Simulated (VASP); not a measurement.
# GaP: relaxed cell and band gap, by functional

GaP, F-43m (no. 216), 2 atoms in the cell.

| Functional | Volume (Å³/atom) | Change from the starting volume (fraction) | Gap, path and mesh (eV) | Time (s) |
|---|---|---|---|---|
| mu of the optB86b exchange (PARAM1) = 0.08 | 19.47 | -0.038 | 1.26 | 48 |
| mu of the optB86b exchange (PARAM1) = 0.1234 | 20.05 | -0.009 | 1.43 | 42 |
| mu of the optB86b exchange (PARAM1) = 0.16 | 20.53 | 0.014 | 1.56 | 43 |
| mu of the optB86b exchange (PARAM1) = 0.2195 | 21.27 | 0.051 | 1.53 | 43 |

## Input of the first row

INCAR.step1:
```
SYSTEM = GaP
ALGO = Normal
EDIFF = 1E-7
EDIFFG = -0.005
ENCUT = 600
GGA = MK
GGA_COMPAT = .FALSE.
IBRION = 2
ISIF = 3
ISMEAR = 0
LASPH = .TRUE.
LCHARG = .FALSE.
LREAL = .FALSE.
LWAVE = .FALSE.
NELM = 150
NSW = 60
PARAM1 = 0.08
PARAM2 = 1.0
PREC = Accurate
SIGMA = 0.02
```

INCAR.step2, as INCAR.step1 but for:
```
- NSW = 60
+ NSW = 40
```

INCAR.step3, as INCAR.step2 but for:
```
- EDIFFG = -0.005
- IBRION = 2
- ISIF = 3
- NSW = 40
+ ISIF = 2
+ NBANDS = 16
```

KPOINTS:
```
k-points
0
Gamma
  7 7 7
```

KPOINTS_OPT:
```
path GXWKGLUWLK,UX
8
line-mode
reciprocal
 0.0000000000  0.0000000000  0.0000000000  G
 0.5000000000  0.0000000000  0.5000000000  X

 0.5000000000  0.0000000000  0.5000000000  X
 0.5000000000  0.2500000000  0.7500000000  W

 0.5000000000  0.2500000000  0.7500000000  W
 0.3750000000  0.3750000000  0.7500000000  K

 0.3750000000  0.3750000000  0.7500000000  K
 0.0000000000  0.0000000000  0.0000000000  G

 0.0000000000  0.0000000000  0.0000000000  G
 0.5000000000  0.5000000000  0.5000000000  L

 0.5000000000  0.5000000000  0.5000000000  L
 0.6250000000  0.2500000000  0.6250000000  U

 0.6250000000  0.2500000000  0.6250000000  U
 0.5000000000  0.2500000000  0.7500000000  W

 0.5000000000  0.2500000000  0.7500000000  W
 0.5000000000  0.5000000000  0.5000000000  L

 0.5000000000  0.5000000000  0.5000000000  L
 0.3750000000  0.3750000000  0.7500000000  K

 0.6250000000  0.2500000000  0.6250000000  U
 0.5000000000  0.0000000000  0.5000000000  X
```

POSCAR.step1:
```
GaP
1.0
    0.0000000000      2.7252500000      2.7252500000
    2.7252500000      0.0000000000      2.7252500000
    2.7252500000      2.7252500000      0.0000000000
Ga P
1 1
Direct
    0.0000000000      0.0000000000      0.0000000000
    0.7500000000      0.7500000000      0.7500000000
```

Commands (each step's output is kept before the next begins):
```
cat potpaw_PBE.64/Ga_d/POTCAR potpaw_PBE.64/P/POTCAR > POTCAR
cp INCAR.step1 INCAR
cp POSCAR.step1 POSCAR
mpirun -np 1 vasp_std > vasp.out
cp CONTCAR POSCAR
rm WAVECAR CHG
cp INCAR.step2 INCAR
mpirun -np 1 vasp_std > vasp.out
cp CONTCAR POSCAR
rm WAVECAR CHG
cp INCAR.step3 INCAR
mpirun -np 1 vasp_std > vasp.out
```

Changes of the last row against the first:
```
(all steps)
- PARAM1 = 0.08
+ PARAM1 = 0.2195
```

VASP 6.6.1 took 48 s on 1 core (Intel Xeon Platinum 8559C (Emerald Rapids)), a shared host.
